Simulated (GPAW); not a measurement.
# MgS (F-43m) in GPAW: convergence with k mesh

Aim: find how far k mesh must go before the results for MgS settle, at LDA. This setting moves, with any that are tied to it; all else stays.

All numbers are computed with GPAW 26.7.0; they aren't measurements. Logs are shortened: lines on timing, memory, paths and dates and some standing lists are left out, and cuts for length are marked. The log counts tension as positive stress, the text compression.

### 1 The structure

It takes space group F-43m (No. 216, cubic). Conventional cell: a = 5.666 Å, b = 5.666 Å, c = 5.666 Å, α = 90.00°, β = 90.00°, γ = 90.00°. S (site symmetry -43m) has 4 Mg at 2.45 Å as nearest neighbours. Around Mg (site symmetry -43m) lie 4 S at 2.45 Å.

The cell comes from a database or a generator and needn't be the stable form of this composition.

### 2 With k mesh 2 × 2 × 2

run.py reads:

```python
from ase.dft.bandgap import bandgap
from ase.io import read, write
from ase.units import GPa
from gpaw import GPAW, PW

atoms = read('MgS.xyz')

calc = GPAW(mode=PW(800),
            xc='LDA',
            kpts={'size': (2, 2, 2), 'gamma': True},
            occupations={'name': 'fermi-dirac', 'width': 0.05},
            nbands=16,
            convergence={'density': 1e-05, 'energy': 1e-05},
            maxiter=100,
            txt='gpaw.txt')
atoms.calc = calc
energy = atoms.get_potential_energy()
forces = atoms.get_forces()
stress = atoms.get_stress()
calc.write('gs.gpw')
write('result.traj', atoms)
print(f'Energy: {energy:.6f} eV')
print('Forces (eV/A):')
print(forces.round(4))
print('Stress (GPa):', (stress / GPa).round(3))
print('Fermi level:', round(calc.get_fermi_level(), 4), 'eV')
print(f'Gap: {bandgap(calc)[0]:.4f} eV, direct: {bandgap(calc, direct=True)[0]:.4f} eV')
```

MgS.xyz reads:

```xyz
2
Lattice="0.0000000000 2.8331200468 2.8331200468 2.8331200468 0.0000000000 2.8331200468 2.8331200468 2.8331200468 0.0000000000" Properties=species:S:1:pos:R:3 pbc="T T T"
S      1.4165600234      1.4165600234      1.4165600234
Mg     0.0000000000      0.0000000000      0.0000000000
```

Potentials or basis: the program's PAW data sets (release 1.2.1) made for this functional, pw.

Run with:

```bash
OMP_NUM_THREADS=1 python run.py
```

Wall time 2.3 s (1 thread of AMD EPYC 9R45 (Zen 5), shared host); peak memory 0.15 GiB.

Results:

| Quantity | Value |
| --- | --- |
| Free energy | -8.6648 eV |
| Pressure | 1.0 GPa |
| Band gap on the k mesh | 3.00 eV, direct |

### 3 With k mesh 3 × 3 × 3

Edit run.py of step 2 so:

```diff
@@ -9,3 +9,3 @@
             xc='LDA',
-            kpts={'size': (2, 2, 2), 'gamma': True},
+            kpts={'size': (3, 3, 3), 'gamma': True},
             occupations={'name': 'fermi-dirac', 'width': 0.05},
```

MgS.xyz is that of step 2.

Potentials or basis: the program's PAW data sets (release 1.2.1) made for this functional, pw.

Run with:

```bash
OMP_NUM_THREADS=1 python run.py
```

Wall time 2.6 s (1 thread of AMD EPYC 9R45 (Zen 5), shared host); peak memory 0.15 GiB.

Results:

```
Free energy            : -9.3435 eV
Pressure               : -1.7 GPa
Band gap on the k mesh : 3.13 eV, direct
```

### 4 With k mesh 4 × 4 × 4

Edit run.py of step 3 so:

```diff
@@ -9,3 +9,3 @@
             xc='LDA',
-            kpts={'size': (3, 3, 3), 'gamma': True},
+            kpts={'size': (4, 4, 4), 'gamma': True},
             occupations={'name': 'fermi-dirac', 'width': 0.05},
```

MgS.xyz is that of step 3.

Run with:

```bash
OMP_NUM_THREADS=1 python run.py
```

Run time: 3.6 s. Hardware: 1 thread of AMD EPYC 9R45 (Zen 5), shared host; peak memory 0.15 GiB.

What came out:

```yaml
Free_energy: -9.4279 eV
Pressure: -2.1 GPa
Band_gap_on_the_k_mesh: 3.16 eV, direct
```

### 5 With k mesh 5 × 5 × 5

Edit run.py of step 4 so:

```diff
@@ -9,3 +9,3 @@
             xc='LDA',
-            kpts={'size': (4, 4, 4), 'gamma': True},
+            kpts={'size': (5, 5, 5), 'gamma': True},
             occupations={'name': 'fermi-dirac', 'width': 0.05},
```

MgS.xyz is that of step 4.

Run with:

```bash
OMP_NUM_THREADS=1 python run.py
```

Wall time 4.2 s (1 thread of AMD EPYC 9R45 (Zen 5), shared host); peak memory 0.16 GiB.

Results (log left out):

```yaml
Free_energy: -9.4415 eV
Pressure: -2.2 GPa
Band_gap_on_the_k_mesh: 3.17 eV, direct
```

### 6 With k mesh 6 × 6 × 6

Edit run.py of step 5 so:

```diff
@@ -9,3 +9,3 @@
             xc='LDA',
-            kpts={'size': (5, 5, 5), 'gamma': True},
+            kpts={'size': (6, 6, 6), 'gamma': True},
             occupations={'name': 'fermi-dirac', 'width': 0.05},
```

MgS.xyz is that of step 5.

Potentials or basis: the program's PAW data sets (release 1.2.1) made for this functional, pw.

Run with:

```bash
OMP_NUM_THREADS=1 python run.py
```

It took 5.7 s on 1 thread of AMD EPYC 9R45 (Zen 5), shared host; peak memory 0.16 GiB.

The run converged. Its results:

```
Free energy            : -9.4440 eV
Pressure               : -2.2 GPa
Band gap on the k mesh : 3.17 eV, direct
```

### 7 With k mesh 7 × 7 × 7

Edit run.py of step 6 so:

```diff
@@ -9,3 +9,3 @@
             xc='LDA',
-            kpts={'size': (6, 6, 6), 'gamma': True},
+            kpts={'size': (7, 7, 7), 'gamma': True},
             occupations={'name': 'fermi-dirac', 'width': 0.05},
```

MgS.xyz is that of step 6.

Run with:

```bash
OMP_NUM_THREADS=1 python run.py
```

Run time: 6.9 s. Hardware: 1 thread of AMD EPYC 9R45 (Zen 5), shared host; peak memory 0.16 GiB.

It converged, with:

- Free energy: -9.4445 eV
- Pressure: -2.2 GPa
- Band gap on the k mesh: 3.17 eV, direct

### 8 With k mesh 9 × 9 × 9

Edit run.py of step 7 so:

```diff
@@ -9,3 +9,3 @@
             xc='LDA',
-            kpts={'size': (7, 7, 7), 'gamma': True},
+            kpts={'size': (9, 9, 9), 'gamma': True},
             occupations={'name': 'fermi-dirac', 'width': 0.05},
```

MgS.xyz is that of step 7.

Run with:

```bash
OMP_NUM_THREADS=1 python run.py
```

It took 11 s on 1 thread of AMD EPYC 9R45 (Zen 5), shared host; peak memory 0.18 GiB.

The run converged. Its results:

```
Free energy            : -9.4447 eV
Pressure               : -2.2 GPa
Band gap on the k mesh : 3.17 eV, direct
```

### 9 With k mesh 11 × 11 × 11

Edit run.py of step 8 so:

```diff
@@ -9,3 +9,3 @@
             xc='LDA',
-            kpts={'size': (9, 9, 9), 'gamma': True},
+            kpts={'size': (11, 11, 11), 'gamma': True},
             occupations={'name': 'fermi-dirac', 'width': 0.05},
```

MgS.xyz is that of step 8.

Potentials or basis: the program's PAW data sets (release 1.2.1) made for this functional, pw.

Run with:

```bash
OMP_NUM_THREADS=1 python run.py
```

gpaw.txt:

```text
__  _  _
 | _ |_)|_||  |
 |__||  | ||/\| - 26.7.0

Input parameters:
  mode=PW(ecut=800.0),
  convergence={'density': 1e-05, 'energy': 1e-05},
  kpts=MonkhorstPack(size=(11, 11, 11), gamma=True),
  maxiter=100,
  nbands=16,
  occupations=Occupations(name='fermi-dirac', width=0.05),
  xc=XC(name='LDA')

Diagonalizing LCAO Hamiltonian
Converting LCAO to pw mode

           S

       Mg

Atoms  # Å, Bohr magnetons
|   | symbol |        x |        y |        z |    initial magnetic moments |
|---|--------|----------|----------|----------|-----------------------------|
| 0 |      S | 1.416560 | 1.416560 | 1.416560 | ( 0.0000,  0.0000,  0.0000) |
| 1 |     Mg | 0.000000 | 0.000000 | 0.000000 | ( 0.0000,  0.0000,  0.0000) |

Unit cell  # Å
| periodic |        x |        y |        z |  lengths |    angles |
|----------|----------|----------|----------|----------|-----------|
|      yes | 0.000000 | 2.833120 | 2.833120 | 4.006637 | 60.000000 |
|      yes | 2.833120 | 0.000000 | 2.833120 | 4.006637 | 60.000000 |
|      yes | 2.833120 | 2.833120 | 0.000000 | 4.006637 | 60.000000 |

Number of symmetries: 24
Symmetry operations  # r_c * U_cc + t_c -> r_c
|    | kind |            matrix            |
|----|------|------------------------------|
|  0 |  E   |  1, 0, 0,  0, 1, 0,  0, 0, 1 |
|  1 |  σ   |  1, 0, 0,  0, 0, 1,  0, 1, 0 |
|  2 |  σ   |  1, 0,-1,  0, 1,-1,  0, 0,-1 |
|  3 |  C3  |  1, 0,-1,  0, 0,-1,  0, 1,-1 |
|  4 |  C3  |  1,-1, 0,  0,-1, 1,  0,-1, 0 |
|  5 |  σ   |  1,-1, 0,  0,-1, 0,  0,-1, 1 |
|  6 |  σ   |  0, 1, 0,  1, 0, 0,  0, 0, 1 |
|  7 |  C3  |  0, 1, 0,  0, 0, 1,  1, 0, 0 |
|  8 |  C2  |  0, 1,-1,  1, 0,-1,  0, 0,-1 |
|  9 |  S4  |  0, 1,-1,  0, 0,-1,  1, 0,-1 |
| 10 |  C3  |  0, 0, 1,  1, 0, 0,  0, 1, 0 |
| 11 |  σ   |  0, 0, 1,  0, 1, 0,  1, 0, 0 |
| 12 |  S4  |  0, 0,-1,  1, 0,-1,  0, 1,-1 |
| 13 |  C3  |  0, 0,-1,  0, 1,-1,  1, 0,-1 |
| 14 |  S4  |  0,-1, 1,  1,-1, 0,  0,-1, 0 |
| 15 |  C2  |  0,-1, 1,  0,-1, 0,  1,-1, 0 |
| 16 |  C3  |  0,-1, 0,  1,-1, 0,  0,-1, 1 |
| 17 |  S4  |  0,-1, 0,  0,-1, 1,  1,-1, 0 |
| 18 |  S4  | -1, 1, 0, -1, 0, 1, -1, 0, 0 |
| 19 |  C3  | -1, 1, 0, -1, 0, 0, -1, 0, 1 |
| 20 |  C3  | -1, 0, 1, -1, 1, 0, -1, 0, 0 |
| 21 |  S4  | -1, 0, 1, -1, 0, 0, -1, 1, 0 |
| 22 |  σ   | -1, 0, 0, -1, 1, 0, -1, 0, 1 |
| 23 |  C2  | -1, 0, 0, -1, 0, 1, -1, 1, 0 |

BZ-sampling:
  Number of BZ points: 1331
  Number of IBZ points: 56

  Monkhorst-Pack size: [11, 11, 11]
  Monkhorst-Pack shift: [0, 0, 0]

K-points  # in reciprocal-cell coordinates
|     |                                coordinates |     weight |
|-----|--------------------------------------------|------------|
|   0 | (  0.00000000,   0.00000000,   0.00000000) | 0.00075131 |
|   1 | (  0.09090909,   0.09090909,   0.00000000) | 0.00450789 |
|   2 | (  0.09090909,   0.09090909,   0.09090909) | 0.00601052 |
|   3 | (  0.18181818,   0.09090909,   0.09090909) | 0.00901578 |
|   4 | (  0.18181818,   0.18181818,   0.00000000) | 0.00450789 |
|   5 | (  0.18181818,   0.18181818,   0.09090909) | 0.01803156 |
|   6 | (  0.18181818,   0.18181818,   0.18181818) | 0.00601052 |
|   7 | (  0.27272727,   0.18181818,   0.09090909) | 0.01803156 |
|   8 | (  0.27272727,   0.18181818,   0.18181818) | 0.01803156 |
|   9 | (  0.27272727,   0.27272727,   0.00000000) | 0.00450789 |
| ... |                                            |            |
|  55 | (  0.45454545,   0.45454545,   0.45454545) | 0.00601052 |

Plane wave coefficients: 2357
Cutoff: 800.0 eV

Spin-components: 1 (collinear spins)
Bands:           16
Projectors:      10
Spin-degeneracy: 2
Datatype:        complex128

Parallelization:
  kpt:    1
  domain: 1
  band:   1

Density:
  Valence electrons: 16.0
  Components: 1
  Grid points: [27 27 27]
  Charge: 0.0  # |e|

Potential:
  Grid points: [27 27 27]

species:
  S:
    name:    Sulfur
    Z:       16.0
    valence: 6
    core:    10
    charge:  0.0  # [|e|]
    compensation charges:
      type: gauss
      rc: 0.24  # [Å]
      lmax: 2
    cutoffs:
      filter: 1.77  # [Å]
      core: 1.66  # [Å]
    projectors
    | kind |    occ | energy [eV] | rcut [Å] |
    |------|--------|-------------|----------|
    |   3s |  2.000 |     -17.278 |    0.974 |
    |   3p |  4.000 |      -7.106 |    0.979 |
    |    s |        |       9.933 |    0.974 |
    |    p |        |      20.105 |    0.979 |
    |    d |        |       0.000 |    0.900 |

    Using partial waves for S as LCAO basis

  Mg:
    name:    Magnesium
    Z:       12.0
    valence: 10
    core:    2
    charge:  0.0  # [|e|]
    compensation charges:
      type: gauss
      rc: 0.33  # [Å]
      lmax: 2
    cutoffs:
      filter: 1.86  # [Å]
      core: 0.54  # [Å]
    projectors
    | kind |    occ | energy [eV] | rcut [Å] |
    |------|--------|-------------|----------|
    |   2s |  2.000 |     -79.291 |    1.090 |
    |   3s |  2.000 |      -4.782 |    1.090 |
    |   2p |  6.000 |     -46.725 |    1.085 |
    |   3p |  0.000 |      -1.374 |    1.085 |
    |    d |        |       0.000 |    1.037 |

    Using partial waves for Mg as LCAO basis

Reference energy: -16251.813960  # eV

eigensolver:
  PPCG
  Converge bands: occupied
  niter=2

density mixing:
  MSR1-Mixer
  Pratt-step length: 0.05
  Maximum mixing coefficient: 0.75
  Old densities: 10
  SVD Regularization: 0.005
  Good broyden scale: 1.0
  Trust region scale: 1.0
  Backstep threshold: 4.0
  History deletion threshold: 6.0
  Fourier metric: weight=20.0, sigma=0.015

occupation numbers:
  Fermi-Dirac:
    width: 0.0500  # eV

poisson solver:
  ecut: 6400.0  # eV

xc functional:
  name: None

convergence criteria:
[... 6 lines left out ...]
|iter     | |      energy | eigst |  dens |
|---------|-|-------------|-------|-------|
|iter:   1| |   -9.901098 | -0.00 |       |
|iter:   2| |   -9.808377 | -2.01 | -1.08 |
|iter:   3| |   -9.444777 | -1.72 | -1.12 |
|iter:   4| |   -9.444508 | -3.41 | -1.77 |
|iter:   5| |   -9.444656 | -4.05 | -2.21 |
|iter:   6| |   -9.444667c| -5.88 | -3.28 |
|iter:   7| |   -9.444669c| -6.96 | -3.71 |
|iter:   8| |   -9.444669c| -7.48c| -5.03c|

Converged in 8 steps
Energy contributions relative to reference atoms: (reference = -16251.813960)

Energy contributions:
  Kinetic:           6.305143
  Coulomb:          -5.860525
  Zero:              0.011165
  External:          0.000000
  Xc:               -9.900453
  Entropy:          -0.000000
  Spinorbit:         0.000000
  ----------------------------
  Free energy:      -9.444669
  Extrapolated:     -9.444669

dipole moment: (-10.851279, -10.851279, -10.851279)  # |e|*Ang

Fermi level: 2.533
Eigenvalues  # (at kpt = [0.000, 0.000, 0.000])
| band index |      eig [eV] | occ [0-2] |
|------------|---------------|-----------|
|          0 |       -71.659 |     2.000 |
|          1 |       -39.108 |     2.000 |
|          2 |       -39.108 |     2.000 |
|          3 |       -39.108 |     2.000 |
|          4 |        -9.707 |     2.000 |
|          5 |         1.541 |     2.000 |
[... 8 lines left out ...]
|         14 |        14.921 |     0.000 |
|         15 |        15.199 |     0.000 |

Gap: 3.172 eV
Transition (v -> c):
  (s=0, k=0, n=7, [0.00, 0.00, 0.00]) -> (s=0, k=0, n=8, [0.00, 0.00, 0.00])
No difference between direct/indirect transitions

Forces  # eV/Ang
|        x |        y |        z |
|----------|----------|----------|
| -0.00000 |  0.00000 |  0.00000 |  # S    0
|  0.00000 | -0.00000 | -0.00000 |  # Mg   1

Stress tensor  # eV/Ang^3
|         x |        y |         z |
|-----------|----------|-----------|
|  0.013696 | 0.000000 | -0.000000 |
|  0.000000 | 0.013696 |  0.000000 |
| -0.000000 | 0.000000 |  0.013696 |

# Writing to gs.gpw (mode='')
```

Wall time 17 s (1 thread of AMD EPYC 9R45 (Zen 5), shared host); peak memory 0.2 GiB.

What came out:

- Free energy: -9.4447 eV
- Pressure: -2.2 GPa
- Band gap on the k mesh: 3.17 eV, direct

### 10 Result

```
      k mesh  energy less the tightest run, at zero smearing (meV/atom)  pressure (GPa)  gap on the mesh (eV)  SCF cycles  CPU time (s)  peak memory (GiB)
   2 × 2 × 2                                                     389.92            1.02                 2.996           9           2.3               0.15
   3 × 3 × 3                                                      50.58           -1.69                 3.135           8           2.6               0.15
   4 × 4 × 4                                                       8.39           -2.10                 3.163           8           3.6               0.15
   5 × 5 × 5                                                       1.60           -2.18                 3.170           8           4.2               0.16
   6 × 6 × 6                                                       0.34           -2.19                 3.171           8           5.7               0.16
   7 × 7 × 7                                                       0.07           -2.19                 3.171           8           6.9               0.16
   9 × 9 × 9                                                       0.01           -2.19                 3.172           8            11               0.18
11 × 11 × 11                                                       0.00           -2.19                 3.172           8            17                0.2
```

Against the tightest run, the energy stays within 1 meV/atom from 6 × 6 × 6 on; the pressure stays within 0.1 GPa from 4 × 4 × 4 on; the gap on the mesh stays within 0.01 eV from 4 × 4 × 4 on. Meshes of other sizes hit other points, so gaps and Fermi surfaces needn't settle smoothly. The tightest run that finished is the yardstick and may itself not be fully converged.

Caveats: an odd mesh through Γ misses points on the zone boundary, where band edges often lie.
